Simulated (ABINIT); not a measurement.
Crystal: Ni.

```
CELL_PARAMETERS angstrom
-1.38372 1.38372 1.38372
1.38372 -1.38372 1.38372
1.38372 1.38372 -1.38372
ATOMIC_POSITIONS crystal
Ni 0.00000 0.00000 0.00000
```

This isn't the form of Ni at room conditions, which is fcc.

Base run:

| Item | Value |
| --- | --- |
| Program | ABINIT 10.8.3 (patched build) |
| Functional | PBE |
| Potentials or basis | JTH PAW PBE v2.0 |
| Cutoff | 1116 eV |
| k mesh | 10 × 10 × 10 |
| Occupations | fermi-dirac, width 0.05 eV |
| Spin | collinear spin, random start |
| Starting moments | [-1.09] μB |

Its results: band gap on the k mesh none (metal or under the smearing width); pressure 8.3 GPa.

Q: The run is repeated on the same cell with these changes: spin from collinear spin, random start to no spin polarisation. What comes out?

A: Band gap on the k mesh none (metal or under the smearing width); pressure 6.6 GPa.
